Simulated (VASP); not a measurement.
# Zn (P6_3/mmc) in VASP: further runs, part 2 of 2

VASP 6.6.1.

### Step 3. Relaxation of cell and atoms, LDA

The input, INCAR:

```
  PREC = Accurate
  ENCUT = 600
  EDIFF = 1E-7
  ISMEAR = -1
  SIGMA = 0.05
  LREAL = False
  LASPH = True
  NELM = 100
  ALGO = Fast
  ISIF = 3
  LWAVE = False
  LCHARG = False
  IBRION = 2
  NSW = 60
  EDIFFG = -0.01
```

The input, KPOINTS:

```
regular mesh
0
Gamma
  10 10 6
```

The input, POSCAR:

```
Zn
1.0
    2.6700000000      0.0000000000      0.0000000000
   -1.3350000000      2.3122878281      0.0000000000
    0.0000000000      0.0000000000      4.9660000000
Zn
2
Direct
    0.6666666667      0.3333333333      0.7500000000
    0.3333333333      0.6666666667      0.2500000000
```

Potentials or basis: VASP PAW LDA potentials, release 64 (Zn).

Command:

```bash
$ cat potpaw_LDA.64/Zn/POTCAR > POTCAR
$ mpirun -np 1 vasp_std > vasp.out
```

OUTCAR:

```text
PREC = Accurate
   ENCUT = 600
   EDIFF = 1E-7
   ISMEAR = -1
   LREAL = False
   LASPH = True
   NELM = 100
   ISIF = 3
   IBRION = 2
   NSW = 60
   EDIFFG = -0.01

 ion  position               nearest neighbor table
   1  0.667  0.333  0.750-   2 2.92   2 2.92   2 2.92   2 2.92   2 2.92   2 2.92
   2  0.333  0.667  0.250-   1 2.92   1 2.92   1 2.92   1 2.92   1 2.92   1 2.92

  LATTYP: Found a hexagonal cell.
 ALAT       =     2.6700000000
 C/A-ratio  =     1.8599250936

  Lattice vectors:

 A1 = (   2.6700000000,   0.0000000000,   0.0000000000)
 A2 = (  -1.3350000000,   2.3122878281,   0.0000000000)
 A3 = (   0.0000000000,   0.0000000000,   4.9660000000)

Analysis of symmetry for initial positions (statically):
=====================================================================
 Subroutine PRICEL returns:
 Original cell was already a primitive cell.

 Routine SETGRP: Setting up the symmetry group for a
 hexagonal supercell.

 Subroutine GETGRP returns: Found 24 space group operations
 (whereof 12 operations were pure point group operations)
 out of a pool of 24 trial point group operations.

The static configuration has the point symmetry D_3d.
 The point group associated with its full space group is D_6h.

Analysis of symmetry for dynamics (positions and initial velocities):
=====================================================================
 Subroutine PRICEL returns:
 Original cell was already a primitive cell.

 Routine SETGRP: Setting up the symmetry group for a
 hexagonal supercell.

 Subroutine GETGRP returns: Found 24 space group operations
 (whereof 12 operations were pure point group operations)
 out of a pool of 24 trial point group operations.

The dynamic configuration has the point symmetry D_3d.
 The point group associated with its full space group is D_6h.

 Subroutine INISYM returns: Found 24 space group operations
 (whereof 12 operations are pure point group operations),
 and found     1 'primitive' translations

[... 125 lines left out ...]
 conjugate gradient relaxation of ions
 non-spin polarized calculation
 RMM-DIIS sequential band-by-band and
  energy-cutoff  :      600.00
  volume of cell :       30.66
 maximum number of plane-waves:      1052
 NGX is ok and might be reduce to    24
   NGX = 11   NGY = 11   NGZ = 19

--------------------------------------- Ionic step        1  -------------------------------------------

 number of electron      24.0000003 magnetization

 Free energy of the ion-electron system (eV)
  ---------------------------------------------------
  ext. energy  EPLUGINS =         0.00000000
  ---------------------------------------------------
  free energy    TOTEN  =        -3.66969872 eV

  energy without entropy =       -3.66533046  energy(sigma->0) =       -3.66751459

------------------------ aborting loop because EDIFF is reached ----------------------------------------

  FORCE on cell =-STRESS in cart. coord.  units (eV):
  Direction    XX          YY          ZZ          XY          YZ          ZX
  --------------------------------------------------------------------------------------
  -------------------------------------------------------------------------------------
  Total       -1.9315896     -1.9315896     -1.2491714      0.0000000      0.0000000      0.0000000
  in kB     -100.9405298   -100.9405298    -65.2788890      0.0000000      0.0000000      0.0000000
  external PRESSURE =     -89.0533162 kB  Pullay stress =       0.0000000 kB
[... 239 lines left out ...]
--------------------------------------- Ionic step        8  -------------------------------------------

 number of electron      23.9999988 magnetization

 Free energy of the ion-electron system (eV)
  ---------------------------------------------------
  ext. energy  EPLUGINS =         0.00000000
  ---------------------------------------------------
  free energy    TOTEN  =        -3.77260255 eV

  energy without entropy =       -3.76825908  energy(sigma->0) =       -3.77043081

 E-fermi :   3.5846     XC(G=0): -12.4515

 val. band max:        3.4791791585   @ k =   0.1000   0.1000   0.1667
 cond. band min:       3.6144909841   @ k =   0.3000   0.2000   0.1667
 fundamental gap:      0.1353118256
 Fermi energy:         3.5845600790

 k-point     1 :       0.0000    0.0000    0.0000
  band No.  band energies     occupation
      1      -7.5966      2.00000
      2      -5.5262      2.00000
      3      -4.6669      2.00000
      4      -4.3806      2.00000
      5      -4.3806      2.00000
      6      -4.3202      2.00000
[... 433 lines left out ...]
      3      -4.8717      2.00000
      4      -4.5515      2.00000
      5      -4.2530      2.00000
      6      -4.0911      2.00000
[... 8 lines left out ...]
     15       9.5254      0.00000
     16      12.1928      0.00000

 [... further k-points ...]

------------------------ aborting loop because EDIFF is reached ----------------------------------------

  FORCE on cell =-STRESS in cart. coord.  units (eV):
  Direction    XX          YY          ZZ          XY          YZ          ZX
  --------------------------------------------------------------------------------------
  -------------------------------------------------------------------------------------
  Total       -0.0001205     -0.0001205      0.0056762      0.0000000      0.0000000     -0.0000000
  in kB       -0.0070462     -0.0070462      0.3319637      0.0000000      0.0000000     -0.0000000
  external PRESSURE =       0.1059571 kB  Pullay stress =       0.0000000 kB
[... 17 lines left out ...]
  FREE ENERGIE OF THE ION-ELECTRON SYSTEM (eV)
  ---------------------------------------------------
  free  energy   TOTEN  =        -3.7726025498 eV

  energy  without entropy=       -3.7682590773  energy(sigma->0) =       -3.77043081

 reached required accuracy - stopping structural energy minimisation
```

Run time: 2 min. Hardware: 1 thread of Intel Xeon Platinum 8488C (Sapphire Rapids), shared host; peak memory 0.17 GiB.

What came out:

| Property | Result |
| --- | --- |
| Free energy | -3.7726 eV |
| Relaxed volume | 13.70 Å³/atom |
| Relaxed cell | a = 2.570 Å, b = 2.570 Å, c = 4.791 Å, α = 90.00°, β = 90.00°, γ = 120.00° |
| Space group after relaxing (to 0.05 Å) | P6_3/mmc (No. 194) |
| Energy gained by relaxing | 51.5 meV/atom |
| Ionic steps | 8 |
| Pressure after relaxing | 0.0 GPa |
| Band gap on the k mesh | none (metal or under the smearing width) |

Step by step:
| step | energy change (eV) | largest force (eV/Å) | pressure (GPa) | volume (Å³) |
| --- | --- | --- | --- | --- |
| 1 | 0.0000 | 0.0000 | -8.91 | 30.66 |
| 2 | -0.0984 | 0.0000 | 1.90 | 27.03 |
| 3 | -0.1017 | 0.0000 | -0.08 | 27.51 |
| 4 | -0.1016 | 0.0000 | -0.32 | 27.58 |
| 5 | -0.1026 | 0.0000 | -0.34 | 27.50 |
| 6 | -0.1029 | 0.0000 | -0.26 | 27.44 |
| 7 | -0.1029 | 0.0000 | 0.11 | 27.34 |
| 8 | -0.1029 | 0.0000 | 0.01 | 27.40 |

Final structure:
```
CELL_PARAMETERS angstrom
2.56963 0.00000 0.00000
-1.28481 2.22536 0.00000
0.00000 0.00000 4.79074
ATOMIC_POSITIONS crystal
Zn 0.66667 0.33333 0.75000
Zn 0.33333 0.66667 0.25000
```

Levels at points of the mesh, in eV from the Fermi level:
| k point | band 9 | band 10 | band 11 | band 12 | band 13 | band 14 | band 15 | band 16 |
| --- | --- | --- | --- | --- | --- | --- | --- | --- |
| (0.00, 0.00, 0.00) | -7.50 | -7.25 | -7.25 | -4.08 | -2.96 | 14.45 | 18.39 | 18.89 |
| (0.50, 0.00, 0.00) | -7.03 | -7.01 | -3.06 | -2.14 | 2.91 | 3.73 | 4.74 | 6.12 |
| (0.00, 0.00, 0.50) | -7.35 | -7.35 | -7.35 | -7.35 | 4.92 | 4.92 | 20.30 | 20.30 |
| (0.50, 0.00, 0.50) | -7.02 | -7.02 | -2.09 | -2.09 | 0.43 | 0.43 | 10.81 | 10.81 |

Caveat: the volume moved by -11 % from the deposited cell, more than functionals usually miss.

### Step 4. Single point, rSCAN

The input, INCAR:

```
SYSTEM = Zn
PREC = Accurate
ENCUT = 520
EDIFF = 1E-6
ISMEAR = -5
SIGMA = 0.05
LREAL = .FALSE.
LASPH = .FALSE.
NELM = 100
ALGO = Normal
ISIF = 2
LWAVE = .FALSE.
LCHARG = .FALSE.
METAGGA = RSCAN
LMIXTAU = .TRUE.
IMIX = 1
AMIX = 0.1
```

The input, Zn.cif:

```cif
data_Zn
_cell_length_a 2.67000000
_cell_length_b 2.67000000
_cell_length_c 4.96600000
_cell_angle_alpha 90.00000000
_cell_angle_beta 90.00000000
_cell_angle_gamma 120.00000000
_space_group_name_H-M_alt 'P6_3/mmc'
_space_group_name_Hall '-P 6c 2c'
_space_group_IT_number 194
loop_
_space_group_symop_operation_xyz
'x,y,z'
'-x,-y,-z'
'x-y,x,z+1/2'
'-x+y,-x,-z+1/2'
'-y,x-y,z'
'y,-x+y,-z'
'-x,-y,z+1/2'
'x,y,-z+1/2'
'-x+y,-x,z'
'x-y,x,-z'
'y,-x+y,z+1/2'
'-y,x-y,-z+1/2'
'-y,-x,-z+1/2'
'y,x,z+1/2'
'-x,-x+y,-z'
'x,x-y,z'
'-x+y,y,-z+1/2'
'x-y,-y,z+1/2'
'y,x,-z'
'-y,-x,z'
'x,x-y,-z+1/2'
'-x,-x+y,z+1/2'
'x-y,-y,-z'
'-x+y,y,z'
loop_
_atom_site_label
_atom_site_type_symbol
_atom_site_symmetry_multiplicity
_atom_site_Wyckoff_symbol
_atom_site_fract_x
_atom_site_fract_y
_atom_site_fract_z
_atom_site_occupancy
Zn1 Zn 2 c 0.6666666667 0.3333333333 0.7500000000 1
```

The input, KPOINTS:

```
Automatic mesh
0
G
  9 9 5
  0 0 0
```

The input, POSCAR:

```
Zn
 1.0000000000000000
     2.6699999999999999    0.0000000000000000    0.0000000000000000
    -1.3349999999999993    2.3122878281044512    0.0000000000000000
     0.0000000000000000    0.0000000000000000    4.9660000000000002
 Zn 
   2
Cartesian
  1.3350000001335003  0.7707626092910741  3.7244999999999999
 -0.0000000001334995  1.5415252188133772  1.2415000000000000
```

Potentials or basis: VASP PAW PBE potentials, release 64 (Zn).

Command:

```bash
$ ase convert -i cif -o vasp Zn.cif POSCAR
$ cat potpaw_PBE.64/Zn/POTCAR > POTCAR
$ mpirun -np 1 vasp_std > vasp.out
```

OUTCAR:

```text
SYSTEM = Zn
   PREC = Accurate
   ENCUT = 520
   EDIFF = 1E-6
   ISMEAR = -5
   LREAL = .FALSE.
   LASPH = .FALSE.
   NELM = 100
   ISIF = 2
   METAGGA = RSCAN
   IMIX = 1
   AMIX = 0.1
     LASPH = .TRUE.)

 ion  position               nearest neighbor table
   1  0.667  0.333  0.750-   2 2.92   2 2.92   2 2.92   2 2.92   2 2.92   2 2.92
   2  0.333  0.667  0.250-   1 2.92   1 2.92   1 2.92   1 2.92   1 2.92   1 2.92

  LATTYP: Found a hexagonal cell.
 ALAT       =     2.6700000000
 C/A-ratio  =     1.8599250936

  Lattice vectors:

 A1 = (   2.6700000000,   0.0000000000,   0.0000000000)
 A2 = (  -1.3350000000,   2.3122878281,   0.0000000000)
 A3 = (   0.0000000000,   0.0000000000,   4.9660000000)

Analysis of symmetry for initial positions (statically):
=====================================================================
 Subroutine PRICEL returns:
 Original cell was already a primitive cell.

 Routine SETGRP: Setting up the symmetry group for a
 hexagonal supercell.

 Subroutine GETGRP returns: Found 24 space group operations
 (whereof 12 operations were pure point group operations)
 out of a pool of 24 trial point group operations.

The static configuration has the point symmetry D_3d.
 The point group associated with its full space group is D_6h.

Analysis of symmetry for dynamics (positions and initial velocities):
=====================================================================
 Subroutine PRICEL returns:
 Original cell was already a primitive cell.

 Routine SETGRP: Setting up the symmetry group for a
 hexagonal supercell.

 Subroutine GETGRP returns: Found 24 space group operations
 (whereof 12 operations were pure point group operations)
 out of a pool of 24 trial point group operations.

The dynamic configuration has the point symmetry D_3d.
 The point group associated with its full space group is D_6h.

[... 117 lines left out ...]
   IALGO  =     38    algorithm
   IMIX   =      1    mixing-type and parameters
     AMIX     =   0.10;   BMIX     =  1.00
     AMIX_MAG =   0.40;   BMIX_MAG =  1.00
  volume/ion in A,a.u.               =      15.33       103.45
  Fermi-wavevector in a.u.,A,eV,Ry     =   1.508778  2.851177 30.972445  2.276410
  Thomas-Fermi vector in A             =   2.619187
   LORBIT       =      0    0 simple, 1 ext, 2 COOP (PROOUT), +10 PAW based schemes
   METAGGA = RSCAN    functional components
   LHFCALC =     F    Hartree Fock is set to
   AEXX    =    0.0000 exact exchange contribution
   IVDW    =     0    specifies the selected vdW correction
   LEPSILON=     F    determine dielectric tensor
   LRPA    =     F    only Hartree local field effects (RPA)
 non-spin polarized calculation
 Fermi weights with tetrahedron method with Bloechl corrections
  energy-cutoff  :      520.00
  volume of cell :       30.66
 maximum number of plane-waves:       855
 NGX is ok and might be reduce to    20

 number of electron      24.0000011 magnetization

 Free energy of the ion-electron system (eV)
  ---------------------------------------------------
  ext. energy  EPLUGINS =         0.00000000
  ---------------------------------------------------
  free energy    TOTEN  =       -33.53377897 eV

  energy without entropy =      -33.53377897  energy(sigma->0) =      -33.53377897

 E-fermi :   2.8769     XC(G=0): -12.5517

 val. band max:        3.6732395866   @ k =   0.3333   0.3333   0.4000
 cond. band min:       2.4942075283   @ k =   0.2222   0.1111   0.0000
 fundamental gap:     -1.1790320583
 Fermi energy:         2.8769009073

 k-point     1 :       0.0000    0.0000    0.0000
  band No.  band energies     occupation
      1      -7.8682      2.00000
      2      -6.0790      2.00000
      3      -5.3700      2.00000
      4      -5.1159      2.00000
      5      -5.1159      2.00000
      6      -5.0667      2.00000
[... 433 lines left out ...]
      3      -5.3349      2.00000
      4      -5.2032      2.00000
      5      -5.1222      2.00000
      6      -5.1222      2.00000
[... 8 lines left out ...]
     15       7.1429      0.00000
     16       7.1430      0.00000

 [... further k-points ...]

------------------------ aborting loop because EDIFF is reached ----------------------------------------

  FORCE on cell =-STRESS in cart. coord.  units (eV):
  Direction    XX          YY          ZZ          XY          YZ          ZX
  --------------------------------------------------------------------------------------
  -------------------------------------------------------------------------------------
  Total       -1.0367347     -1.0367347     -0.3567816     -0.0000000     -0.0000000      0.0000000
  in kB      -54.1774257    -54.1774257    -18.6446035     -0.0000000     -0.0000000      0.0000000
  external PRESSURE =     -42.3331516 kB  Pullay stress =       0.0000000 kB

 VOLUME and BASIS-vectors are now :
 -----------------------------------------------------------------------------
  energy-cutoff  :      520.00
  volume of cell :       30.66
      direct lattice vectors                 reciprocal lattice vectors
     2.670000000  0.000000000  0.000000000     0.374531835  0.216236056  0.000000000
    -1.335000000  2.312287828  0.000000000     0.000000000  0.432472112  0.000000000
     0.000000000  0.000000000  4.966000000     0.000000000  0.000000000  0.201369311

 POSITION                                       TOTAL-FORCE (eV/Angst)
 -----------------------------------------------------------------------------------
      1.33500      0.77076      3.72450        -0.000000      0.000000      0.000000
     -0.00000      1.54153      1.24150         0.000000     -0.000000      0.000000
 -----------------------------------------------------------------------------------
    total drift:                               -0.000000      0.000000      0.000000

  FREE ENERGIE OF THE ION-ELECTRON SYSTEM (eV)
  ---------------------------------------------------
  free  energy   TOTEN  =       -33.5337789747 eV

  energy  without entropy=      -33.5337789747  energy(sigma->0) =      -33.53377897
```

OSZICAR:

```text
N       E                     dE             d eps       ncg     rms          rms(c)
DAV:   1     0.621146901404E+02    0.62115E+02   -0.13189E+04  1176   0.241E+03
DAV:   2    -0.334325902507E+02   -0.95547E+02   -0.94552E+02  1168   0.306E+02
DAV:   3    -0.364469983401E+02   -0.30144E+01   -0.30109E+01  1392   0.664E+01
[... 13 lines left out ...]
DAV:  66    -0.335337742703E+02   -0.15622E-05   -0.19277E-08   576   0.132E-03    0.100E-02
DAV:  67    -0.335337756599E+02   -0.13896E-05   -0.16224E-08   576   0.121E-03    0.905E-03
DAV:  68    -0.335337768952E+02   -0.12353E-05   -0.13630E-08   576   0.111E-03    0.819E-03
DAV:  69    -0.335337779961E+02   -0.11009E-05   -0.11474E-08   576   0.102E-03    0.741E-03
DAV:  70    -0.335337789747E+02   -0.97855E-06   -0.96379E-09   576   0.933E-04
   1 F= -.33533779E+02 E0= -.33533779E+02  d E =0.000000E+00
```

Wall time 3.5 min (1 thread of Intel Xeon Platinum 8488C (Sapphire Rapids), shared host); peak memory 0.14 GiB.

What came out:

| Quantity | Value |
| --- | --- |
| Free energy | -33.5338 eV |
| Pressure | -4.2 GPa |
| Band gap on the k mesh | none (metal or under the smearing width) |

Stress tensor (GPa, compression positive):
```
-5.42  0.00  0.00
 0.00 -5.42  0.00
 0.00  0.00 -1.86
```

Caveat: the PAW data sets were made with another functional, which shifts forces and pressure a little; tetrahedron occupations give inexact forces and stress in metals.

### Step 5. For comparison

An earlier run on the cell as given: functional PBEsol; potentials or basis VASP PAW PBE potentials, release 64 (Zn); cutoff 520 eV; k mesh 11 × 11 × 6; occupations fermi-dirac, width 0.05 eV; no spin polarisation.

- Pressure: -5.3 GPa
- Band gap on the k mesh: none (metal or under the smearing width)

### Step 6. The runs side by side

```tsv
task	level	potentials or basis	cell	k mesh	cutoff (eV)	smearing	ladder	other keys	gap on the mesh (eV)	pressure (GPa)	relaxed volume (Å³/atom)
relaxation of cell and atoms	PBEsol	VASP PAW PBE potentials, release 64 (Zn)	relaxed	10 × 10 × 6	600	fermi-dirac 0.05 eV	gaps	-	none	-0.1	14.29
relaxation of cell and atoms	LDA	VASP PAW LDA potentials, release 64 (Zn)	relaxed	10 × 10 × 6	600	fermi-dirac 0.05 eV	gaps	-	none	0.0	13.70
single point	rSCAN	VASP PAW PBE potentials, release 64 (Zn)	as given	9 × 9 × 5	520	tetrahedron	-	LASPH = no; IMIX = 1; AMIX = 0.1; k = 9 × 9 × 5	none	-4.2	-
single point	PBEsol	VASP PAW PBE potentials, release 64 (Zn)	as given	11 × 11 × 6	520	fermi-dirac 0.05 eV	free	-	none	-5.3	-
```

Alike in all rows: no spin polarisation.

Caveats: the PAW data sets were made with another functional, which shifts forces and pressure a little (some runs); the volume moved by -11 % from the deposited cell, more than functionals usually miss (some runs); tetrahedron occupations give inexact forces and stress in metals (some runs).

Absolute energies hang on the potentials; compare differences alone.
